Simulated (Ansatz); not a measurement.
Si, space group P6/mmm, a calculation of the elastic constants

With Ansatz 0.2.0 through its Python package.

Run as a notebook:

```python
from dataclasses import replace
import warnings

import ansatz
import numpy as np
```

```python
warnings.simplefilter("ignore", ansatz.DeckWarning)
```

```python
xtal = (
    ansatz.Lattice.from_parameters(2.527, 2.527, 2.373, alpha=90, beta=90, gamma=120)
    .space_group(191)
    .atom("Si", (0.0, 0.0, 0.0))
)
```

```python
[site.symbol for site in xtal.resolved().sites]
```

    ['Si']

```python
setup = (
    xtal.calculation()
    .functional("pbe", dispersion="d4")
    .pseudopotentials("paw")
    .basis(18 * ansatz.Ha)
    .occupations("fermi_dirac")
    .scf(tolerance=1e-09)
    .kpoints(20, 20, 18)
)
rest = setup.relax(cell=True).run().lattice
relaxed = ansatz.Crystal(lattice=ansatz.Lattice.of(rest.cell_ang))
for site in rest.sites:
    relaxed = relaxed.atom(site.symbol, site.position_frac)
setup = replace(setup, crystal=relaxed)
print("relaxed volume {:.3f} A^3".format(abs(np.linalg.det(rest.cell_ang))))
outcome = setup.elastic("relaxed_ion", amplitude=0.005).run()
elastic = outcome.elastic

print("C_ij (GPa), Voigt order xx yy zz yz xz xy")
for row in elastic.c_gpa:
    print(" ".join(f"{value:8.1f}" for value in row))
print("smallest eigenvalue of C:", round(elastic.stability.min_eigenvalue_gpa, 1), "GPa; tensor positive definite:", elastic.stability.min_eigenvalue_gpa > 0)
if elastic.stability.min_eigenvalue_gpa > 0:
    m = elastic.moduli
    print(f"K = {m.k_hill_gpa:.1f}, G = {m.g_hill_gpa:.1f}, E = {m.youngs_gpa:.1f} GPa, Poisson ratio {m.poisson:.3f}, K/G = {m.k_hill_gpa / m.g_hill_gpa:.2f}")
```

    relaxed volume 14.539 A^3
    C_ij (GPa), Voigt order xx yy zz yz xz xy
       206.5     91.8     38.5      0.0      0.0      0.0
        91.8    206.5     38.5      0.0      0.0     -0.0
        38.5     38.5    327.8      0.0      0.0     -0.0
        -0.0     -0.0     -0.0     86.6     -0.0      0.0
         0.0     -0.0      0.0     -0.0     86.6      0.0
         0.0     -0.0      0.0      0.0     -0.0     57.4
    smallest eigenvalue of C: 57.4 GPa; tensor positive definite: True
    K = 119.2, G = 80.3, E = 196.7 GPa, Poisson ratio 0.225, K/G = 1.48

Notes:
- Dispersion corrections can be off by several per cent in the lattices of metals, and by several GPa in the pressure at a fixed cell.
- A positive definite tensor excludes instabilities under uniform strain alone; phonons elsewhere in the zone can still be imaginary.
- The program warned that this SCF threshold is loose for forces or stresses.
- This isn't the structure that Si takes at ambient conditions.
- Shear constants of a metal converge slowly with the k-point mesh and can be wrong in sign on a coarse one; the constants belong to the cell that was strained.
- The script silences the warnings on its input, which a real study should read.
- Run time: 2.6 min on 1 thread of Intel(R) Xeon(R) Platinum 8259CL CPU @ 2.50GHz (Skylake/Cascade Lake), on a shared host, peak memory 0.69 GiB.
